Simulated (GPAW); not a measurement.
# In (I4/mmm) in GPAW: notebook

Runs on In. Level: PBE. Tasks: optical spectrum.

All numbers are computed with GPAW 26.7.0; they aren't measurements. Logs are shortened: lines on timing, memory, paths and dates and some standing lists are left out, and cuts for length are marked. The log counts tension as positive stress, the text compression.

## Step 1: The crystal as given

It takes space group I4/mmm (No. 139, tetragonal). Conventional cell: a = 3.185 Å, b = 3.185 Å, c = 4.846 Å, α = 90.00°, β = 90.00°, γ = 90.00°. In (site symmetry 4/mmm) has 12 In at 3.18 to 3.31 Å as nearest neighbours.

## Step 2: Optical spectrum, PBE

Contents of run.py:

```python
from ase import Atoms
from ase.dft.bandgap import bandgap
from ase.io import write
from gpaw import GPAW, PW
from gpaw.response.df import DielectricFunction

atoms = Atoms(['In'],
              cell=[[-1.5922878321, 1.5922878321, 2.4232021571],
                    [1.5922878321, -1.5922878321, 2.4232021571],
                    [1.5922878321, 1.5922878321, -2.4232021571]],
              scaled_positions=[[0.0, 0.0, 0.0]],
              pbc=True)

calc = GPAW(mode=PW(450),
            xc='PBE',
            kpts={'size': (9, 9, 9), 'gamma': True},
            occupations={'name': 'fermi-dirac', 'width': 0.05},
            nbands=14,
            convergence={'density': 1e-06},
            maxiter=150,
            txt='gpaw.txt')
atoms.calc = calc
energy = atoms.get_potential_energy()
calc.write('gs.gpw')
write('result.traj', atoms)
print(f'Energy: {energy:.6f} eV')
print('Fermi level:', round(calc.get_fermi_level(), 4), 'eV')
print(f'Gap: {bandgap(calc)[0]:.4f} eV, direct: {bandgap(calc, direct=True)[0]:.4f} eV')

dense = calc.fixed_density(kpts={'size': (26, 26, 26), 'gamma': True},
                           nbands=23, convergence={'bands': 17, 'eigenstates': 1e-7},
                           update_fermi_level=True, txt='dense.txt')
dense.write('dense.gpw', mode='all')

df = DielectricFunction('dense.gpw', frequencies={'type': 'nonlinear', 'domega0': 0.05, 'omega2': 10},
                        eta=0.1, ecut=50, nbands=17, rate='eta', txt='df.txt')
for direction in ['x', 'z']:
    df.get_dielectric_function(xc='RPA', direction=direction, filename=f'df_{direction}.csv')
```

Potentials or basis: GPAW PAW data sets (gpaw-data 1.2.1), pw.

Run with:

```
> OMP_NUM_THREADS=1 python run.py
```

gpaw.txt:

```text
__  _  _
 | _ |_)|_||  |
 |__||  | ||/\| - 26.7.0

Input parameters:
  mode=PW(ecut=450.00000000000006),
  convergence={'density': 1e-06},
  kpts=MonkhorstPack(size=(9, 9, 9), gamma=True),
  maxiter=150,
  nbands=14,
  occupations=Occupations(name='fermi-dirac', width=0.05),
  xc=XC(name='PBE')

Diagonalizing LCAO Hamiltonian
Converting LCAO to pw mode

       In

Atoms  # Å, Bohr magnetons
|   | symbol |        x |        y |        z |    initial magnetic moments |
|---|--------|----------|----------|----------|-----------------------------|
| 0 |     In | 0.000000 | 0.000000 | 0.000000 | ( 0.0000,  0.0000,  0.0000) |

Unit cell  # Å
| periodic |         x |         y |         z |  lengths |     angles |
|----------|-----------|-----------|-----------|----------|------------|
|      yes | -1.592288 |  1.592288 |  2.423202 | 3.307971 | 122.452932 |
|      yes |  1.592288 | -1.592288 |  2.423202 | 3.307971 | 122.452932 |
|      yes |  1.592288 |  1.592288 | -2.423202 | 3.307971 |  85.801437 |

Number of symmetries: 16
Symmetry operations  # r_c * U_cc + t_c -> r_c
|    | kind |            matrix            |
|----|------|------------------------------|
|  0 |  σ   |  1, 1, 1,  0, 0,-1,  0,-1, 0 |
|  1 |  C4  |  1, 1, 1,  0, 0,-1, -1, 0, 0 |
|  2 |  E   |  1, 0, 0,  0, 1, 0,  0, 0, 1 |
|  3 |  σ   |  1, 0, 0,  0, 1, 0, -1,-1,-1 |
|  4 |  σ   |  0, 1, 0,  1, 0, 0,  0, 0, 1 |
|  5 |  C2  |  0, 1, 0,  1, 0, 0, -1,-1,-1 |
|  6 |  C2  |  0, 0, 1, -1,-1,-1,  1, 0, 0 |
|  7 |  S4  |  0, 0, 1, -1,-1,-1,  0, 1, 0 |
|  8 |  C4  |  0, 0,-1,  1, 1, 1,  0,-1, 0 |
|  9 |  σ   |  0, 0,-1,  1, 1, 1, -1, 0, 0 |
| 10 |  σ   |  0,-1, 0, -1, 0, 0,  1, 1, 1 |
| 11 |  C2  |  0,-1, 0, -1, 0, 0,  0, 0,-1 |
| 12 |  C2  | -1, 0, 0,  0,-1, 0,  1, 1, 1 |
| 13 |  i   | -1, 0, 0,  0,-1, 0,  0, 0,-1 |
| 14 |  S4  | -1,-1,-1,  0, 0, 1,  1, 0, 0 |
| 15 |  C2  | -1,-1,-1,  0, 0, 1,  0, 1, 0 |

BZ-sampling:
  Number of BZ points: 729
  Number of IBZ points: 75

  Monkhorst-Pack size: [9, 9, 9]
  Monkhorst-Pack shift: [0, 0, 0]

K-points  # in reciprocal-cell coordinates
|     |                                coordinates |     weight |
|-----|--------------------------------------------|------------|
|   0 | (  0.00000000,   0.00000000,   0.00000000) | 0.00137174 |
|   1 | (  0.11111111,  -0.11111111,   0.00000000) | 0.00548697 |
|   2 | (  0.11111111,  -0.11111111,   0.11111111) | 0.00548697 |
|   3 | (  0.11111111,   0.00000000,   0.00000000) | 0.01097394 |
|   4 | (  0.11111111,   0.11111111,  -0.11111111) | 0.00274348 |
|   5 | (  0.22222222,  -0.22222222,   0.00000000) | 0.00548697 |
|   6 | (  0.22222222,  -0.22222222,   0.11111111) | 0.01097394 |
|   7 | (  0.22222222,  -0.22222222,   0.22222222) | 0.00548697 |
|   8 | (  0.22222222,  -0.11111111,   0.00000000) | 0.02194787 |
|   9 | (  0.22222222,  -0.11111111,   0.11111111) | 0.01097394 |
| ... |                                            |            |
|  74 | (  0.44444444,   0.44444444,   0.44444444) | 0.01097394 |

Plane wave coefficients: 549
Cutoff: 450.00000000000006 eV

Spin-components: 1 (collinear spins)
Bands:           14
Projectors:      6
Spin-degeneracy: 2
Datatype:        complex128

Parallelization:
  kpt:    1
  domain: 1
  band:   1

Density:
  Valence electrons: 13.0
  Components: 1
  Grid points: [18 18 18]
  Charge: 0.0  # |e|

Potential:
  Grid points: [18 18 18]

species:
  In:
    name:    Indium
    Z:       49.0
    valence: 13
    core:    36
    charge:  0.0  # [|e|]
    compensation charges:
      type: gauss
      rc: 0.36  # [Å]
      lmax: 2
    cutoffs:
      filter: 2.09  # [Å]
      core: 2.48  # [Å]
    projectors
    | kind |    occ | energy [eV] | rcut [Å] |
    |------|--------|-------------|----------|
    |   5s |  2.000 |      -8.203 |    1.185 |
    |   5p |  1.000 |      -2.521 |    1.244 |
    |   4d | 10.000 |     -18.629 |    1.148 |
    |    s |        |      19.008 |    1.185 |
    |    p |        |      24.691 |    1.244 |
    |    d |        |       8.583 |    1.148 |

    Using partial waves for In as LCAO basis

Reference energy: -159975.419660  # eV

eigensolver:
  PPCG
  Converge bands: occupied
  niter=2

density mixing:
  MSR1-Mixer
  Pratt-step length: 0.05
  Maximum mixing coefficient: 0.75
  Old densities: 10
  SVD Regularization: 0.005
  Good broyden scale: 1.0
  Trust region scale: 1.0
  Backstep threshold: 4.0
  History deletion threshold: 6.0
  Fourier metric: weight=20.0, sigma=0.015

occupation numbers:
  Fermi-Dirac:
    width: 0.0500  # eV

poisson solver:
  ecut: 3600.0000000000005  # eV

xc functional:
  name: PBE with 2 nearest neighbor stencil

convergence criteria:
- Maximum integral of absolute [dens]ity change: 1e-06 electrons / valence electron
- Maximum [total energy] change in last 3 cyles: 0.0005 eV / valence electron
- Maximum integral of absolute [eigenst]ate change: 4e-08 eV^2 / valence electron
maximum number of iterations: 150

SCF iterations
|iter     | |      energy | eigst |  dens |
|---------|-|-------------|-------|-------|
|iter:   1| |   -2.712005 | -0.67 |       |
|iter:   2| |   -2.707561 | -2.52 | -1.56 |
|iter:   3| |   -2.675795 | -2.76 | -1.59 |
|iter:   4| |   -2.675296 | -3.85 | -2.06 |
|iter:   5| |   -2.675433c| -4.41 | -2.60 |
|iter:   6| |   -2.675439c| -6.20 | -3.76 |
|iter:   7| |   -2.675440c| -7.03 | -4.20 |
|iter:   8| |   -2.675440c| -8.15c| -5.28 |
|iter:   9| |   -2.675440c| -8.70c| -5.59 |
|iter:  10| |   -2.675440c| -9.38c| -6.73c|

Converged in 10 steps
Energy contributions relative to reference atoms: (reference = -159975.419660)

Energy contributions:
  Kinetic:          13.685702
  Coulomb:         -12.207865
  Zero:              0.239959
  External:          0.000000
  Xc:               -4.391043
  Entropy:          -0.004387
  Spinorbit:         0.000000
  ----------------------------
  Free energy:      -2.677633
  Extrapolated:     -2.675440

dipole moment: (-5.380471, -5.380471, -8.188198)  # |e|*Ang

Fermi level: 7.775
Eigenvalues  # (at kpt = [0.000, 0.000, 0.000])
| band index |      eig [eV] | occ [0-2] |
|------------|---------------|-----------|
|          0 |        -7.024 |     2.000 |
|          1 |        -6.897 |     2.000 |
|          2 |        -6.897 |     2.000 |
|          3 |        -6.798 |     2.000 |
|          4 |        -6.676 |     2.000 |
|          5 |        -2.312 |     2.000 |
|          6 |        18.766 |     0.000 |
|          7 |        18.766 |     0.000 |
|          8 |        18.964 |     0.000 |
|          9 |        19.463 |     0.000 |
|         10 |        22.176 |     0.000 |
|         11 |        22.274 |     0.000 |
|         12 |        22.274 |     0.000 |
|         13 |        23.509 |     0.000 |

No gap
No difference between direct/indirect transitions
# Writing to gs.gpw (mode='')
```

It took 6.7 min on 1 thread of Arm Neoverse V1, shared host; peak memory 0.68 GiB.

What came out:

* Free energy: -2.6776 eV
* Band gap on the k mesh: none (metal or under the smearing width)

Dielectric function (mean over the directions given):
```tsv
energy (eV)	real part	imaginary part
0.88	-129.33	61.68
1.54	-57.46	38.19
2.18	-33.74	13.42
2.79	-21.15	6.06
3.43	-13.75	3.38
4.03	-9.81	1.96
4.65	-7.21	1.15
5.31	-5.33	0.78
5.91	-4.05	0.54
6.55	-3.08	0.40
7.12	-2.40	0.31
7.81	-1.79	0.22
8.43	-1.35	0.16
9.08	-0.99	0.13
9.66	-0.72	0.10
10.26	-0.48	0.08
10.88	-0.27	0.07
11.52	-0.08	0.06
12.19	0.09	0.05
12.77	0.23	0.04
13.48	0.41	0.05
14.10	0.60	0.09
14.73	0.66	0.31
15.39	0.62	0.34
16.08	0.62	0.34
16.78	0.64	0.35
17.51	0.66	0.38
18.27	0.67	0.42
19.06	0.63	0.42
19.87	0.60	0.38
```

Caveat: the intraband term hangs on this k mesh; the long-wavelength limit can be off by a per cent or two; independent-particle spectra lack excitons.

## Step 3: Optical spectrum, PBE

This run uses another cell than the first one, of 25.10 Å³/atom, 1.021 times its volume.

Edit run.py of step 2 so:

```diff
@@ -7,5 +7,5 @@
 atoms = Atoms(['In'],
-              cell=[[-1.5922878321, 1.5922878321, 2.4232021571],
-                    [1.5922878321, -1.5922878321, 2.4232021571],
-                    [1.5922878321, 1.5922878321, -2.4232021571]],
+              cell=[[-1.6035014962, 1.6035014962, 2.4402675233],
+                    [1.6035014962, -1.6035014962, 2.4402675233],
+                    [1.6035014962, 1.6035014962, -2.4402675233]],
               scaled_positions=[[0.0, 0.0, 0.0]],
```

Potentials or basis: GPAW PAW data sets (gpaw-data 1.2.1), pw.

Run with:

```
> OMP_NUM_THREADS=1 python run.py
```

gpaw.txt:

```text
__  _  _
 | _ |_)|_||  |
 |__||  | ||/\| - 26.7.0

Input parameters:
  mode=PW(ecut=450.00000000000006),
  convergence={'density': 1e-06},
  kpts=MonkhorstPack(size=(9, 9, 9), gamma=True),
  maxiter=150,
  nbands=14,
  occupations=Occupations(name='fermi-dirac', width=0.05),
  xc=XC(name='PBE')

Diagonalizing LCAO Hamiltonian
Converting LCAO to pw mode

       In

Atoms  # Å, Bohr magnetons
|   | symbol |        x |        y |        z |    initial magnetic moments |
|---|--------|----------|----------|----------|-----------------------------|
| 0 |     In | 0.000000 | 0.000000 | 0.000000 | ( 0.0000,  0.0000,  0.0000) |

Unit cell  # Å
| periodic |         x |         y |         z |  lengths |     angles |
|----------|-----------|-----------|-----------|----------|------------|
|      yes | -1.603501 |  1.603501 |  2.440268 | 3.331267 | 122.452932 |
|      yes |  1.603501 | -1.603501 |  2.440268 | 3.331267 | 122.452932 |
|      yes |  1.603501 |  1.603501 | -2.440268 | 3.331267 |  85.801437 |

Number of symmetries: 16
Symmetry operations  # r_c * U_cc + t_c -> r_c
|    | kind |            matrix            |
|----|------|------------------------------|
|  0 |  σ   |  1, 1, 1,  0, 0,-1,  0,-1, 0 |
|  1 |  C4  |  1, 1, 1,  0, 0,-1, -1, 0, 0 |
|  2 |  E   |  1, 0, 0,  0, 1, 0,  0, 0, 1 |
|  3 |  σ   |  1, 0, 0,  0, 1, 0, -1,-1,-1 |
|  4 |  σ   |  0, 1, 0,  1, 0, 0,  0, 0, 1 |
|  5 |  C2  |  0, 1, 0,  1, 0, 0, -1,-1,-1 |
|  6 |  C2  |  0, 0, 1, -1,-1,-1,  1, 0, 0 |
|  7 |  S4  |  0, 0, 1, -1,-1,-1,  0, 1, 0 |
|  8 |  C4  |  0, 0,-1,  1, 1, 1,  0,-1, 0 |
|  9 |  σ   |  0, 0,-1,  1, 1, 1, -1, 0, 0 |
| 10 |  σ   |  0,-1, 0, -1, 0, 0,  1, 1, 1 |
| 11 |  C2  |  0,-1, 0, -1, 0, 0,  0, 0,-1 |
| 12 |  C2  | -1, 0, 0,  0,-1, 0,  1, 1, 1 |
| 13 |  i   | -1, 0, 0,  0,-1, 0,  0, 0,-1 |
| 14 |  S4  | -1,-1,-1,  0, 0, 1,  1, 0, 0 |
| 15 |  C2  | -1,-1,-1,  0, 0, 1,  0, 1, 0 |

BZ-sampling:
  Number of BZ points: 729
  Number of IBZ points: 75

  Monkhorst-Pack size: [9, 9, 9]
  Monkhorst-Pack shift: [0, 0, 0]

K-points  # in reciprocal-cell coordinates
|     |                                coordinates |     weight |
|-----|--------------------------------------------|------------|
|   0 | (  0.00000000,   0.00000000,   0.00000000) | 0.00137174 |
|   1 | (  0.11111111,  -0.11111111,   0.00000000) | 0.00548697 |
|   2 | (  0.11111111,  -0.11111111,   0.11111111) | 0.00548697 |
|   3 | (  0.11111111,   0.00000000,   0.00000000) | 0.01097394 |
|   4 | (  0.11111111,   0.11111111,  -0.11111111) | 0.00274348 |
|   5 | (  0.22222222,  -0.22222222,   0.00000000) | 0.00548697 |
|   6 | (  0.22222222,  -0.22222222,   0.11111111) | 0.01097394 |
|   7 | (  0.22222222,  -0.22222222,   0.22222222) | 0.00548697 |
|   8 | (  0.22222222,  -0.11111111,   0.00000000) | 0.02194787 |
|   9 | (  0.22222222,  -0.11111111,   0.11111111) | 0.01097394 |
| ... |                                            |            |
|  74 | (  0.44444444,   0.44444444,   0.44444444) | 0.01097394 |

Plane wave coefficients: 556
Cutoff: 450.00000000000006 eV

Spin-components: 1 (collinear spins)
Bands:           14
Projectors:      6
Spin-degeneracy: 2
Datatype:        complex128

Parallelization:
  kpt:    1
  domain: 1
  band:   1

Density:
  Valence electrons: 13.0
  Components: 1
  Grid points: [18 18 18]
  Charge: 0.0  # |e|

Potential:
  Grid points: [18 18 18]

species:
  In:
    name:    Indium
    Z:       49.0
    valence: 13
    core:    36
    charge:  0.0  # [|e|]
    compensation charges:
      type: gauss
      rc: 0.36  # [Å]
      lmax: 2
    cutoffs:
      filter: 2.09  # [Å]
      core: 2.48  # [Å]
    projectors
    | kind |    occ | energy [eV] | rcut [Å] |
    |------|--------|-------------|----------|
    |   5s |  2.000 |      -8.203 |    1.185 |
    |   5p |  1.000 |      -2.521 |    1.244 |
    |   4d | 10.000 |     -18.629 |    1.148 |
    |    s |        |      19.008 |    1.185 |
    |    p |        |      24.691 |    1.244 |
    |    d |        |       8.583 |    1.148 |

    Using partial waves for In as LCAO basis

Reference energy: -159975.419660  # eV

eigensolver:
  PPCG
  Converge bands: occupied
  niter=2

density mixing:
  MSR1-Mixer
  Pratt-step length: 0.05
  Maximum mixing coefficient: 0.75
  Old densities: 10
  SVD Regularization: 0.005
  Good broyden scale: 1.0
  Trust region scale: 1.0
  Backstep threshold: 4.0
  History deletion threshold: 6.0
  Fourier metric: weight=20.0, sigma=0.015

occupation numbers:
  Fermi-Dirac:
    width: 0.0500  # eV

poisson solver:
  ecut: 3600.0000000000005  # eV

xc functional:
  name: PBE with 2 nearest neighbor stencil

convergence criteria:
- Maximum integral of absolute [dens]ity change: 1e-06 electrons / valence electron
- Maximum [total energy] change in last 3 cyles: 0.0005 eV / valence electron
- Maximum integral of absolute [eigenst]ate change: 4e-08 eV^2 / valence electron
maximum number of iterations: 150

SCF iterations
|iter     | |      energy | eigst |  dens |
|---------|-|-------------|-------|-------|
|iter:   1| |   -2.724421 | -0.69 |       |
|iter:   2| |   -2.720202 | -2.52 | -1.56 |
|iter:   3| |   -2.689732 | -2.77 | -1.60 |
|iter:   4| |   -2.689237 | -3.83 | -2.06 |
|iter:   5| |   -2.689375c| -4.43 | -2.62 |
|iter:   6| |   -2.689380c| -6.18 | -3.77 |
|iter:   7| |   -2.689381c| -7.03 | -4.21 |
|iter:   8| |   -2.689381c| -8.15c| -5.27 |
|iter:   9| |   -2.689381c| -8.68c| -5.58 |
|iter:  10| |   -2.689381c| -9.38c| -6.69c|

Converged in 10 steps
Energy contributions relative to reference atoms: (reference = -159975.419660)

Energy contributions:
  Kinetic:          13.132738
  Coulomb:         -11.811166
  Zero:              0.239184
  External:          0.000000
  Xc:               -4.247754
  Entropy:          -0.004767
  Spinorbit:         0.000000
  ----------------------------
  Free energy:      -2.691764
  Extrapolated:     -2.689381

dipole moment: (-5.417980, -5.417980, -8.245281)  # |e|*Ang

Fermi level: 7.521
Eigenvalues  # (at kpt = [0.000, 0.000, 0.000])
| band index |      eig [eV] | occ [0-2] |
|------------|---------------|-----------|
|          0 |        -7.231 |     2.000 |
|          1 |        -7.111 |     2.000 |
|          2 |        -7.111 |     2.000 |
|          3 |        -7.018 |     2.000 |
|          4 |        -6.901 |     2.000 |
|          5 |        -2.399 |     2.000 |
|          6 |        18.332 |     0.000 |
|          7 |        18.332 |     0.000 |
|          8 |        18.520 |     0.000 |
|          9 |        19.179 |     0.000 |
|         10 |        21.745 |     0.000 |
|         11 |        21.855 |     0.000 |
|         12 |        21.855 |     0.000 |
|         13 |        23.117 |     0.000 |

No gap
No difference between direct/indirect transitions
# Writing to gs.gpw (mode='')
```

Wall time 6.7 min (1 thread of Arm Neoverse V1, shared host); peak memory 0.69 GiB.

What came out:

| Item | Value |
| --- | --- |
| Free energy | -2.6918 eV |
| Band gap on the k mesh | none (metal or under the smearing width) |

Dielectric function (mean over the directions given):
| energy (eV) | real part | imaginary part |
| --- | --- | --- |
| 0.88 | -129.74 | 61.17 |
| 1.77 | -47.81 | 22.34 |
| 2.79 | -21.00 | 6.29 |
| 3.69 | -12.15 | 2.43 |
| 4.65 | -7.15 | 1.20 |
| 5.68 | -4.49 | 0.67 |
| 6.55 | -3.08 | 0.41 |
| 7.55 | -1.99 | 0.24 |
| 8.52 | -1.29 | 0.15 |
| 9.47 | -0.80 | 0.12 |
| 10.46 | -0.41 | 0.08 |
| 11.31 | -0.14 | 0.06 |
| 12.30 | 0.11 | 0.05 |
| 13.36 | 0.37 | 0.05 |
| 14.22 | 0.64 | 0.14 |
| 15.26 | 0.61 | 0.33 |
| 16.36 | 0.64 | 0.35 |
| 17.36 | 0.65 | 0.37 |
| 18.58 | 0.63 | 0.41 |
| 19.87 | 0.60 | 0.37 |

Caveat: the intraband term hangs on this k mesh; the long-wavelength limit can be off by a per cent or two; independent-particle spectra lack excitons.
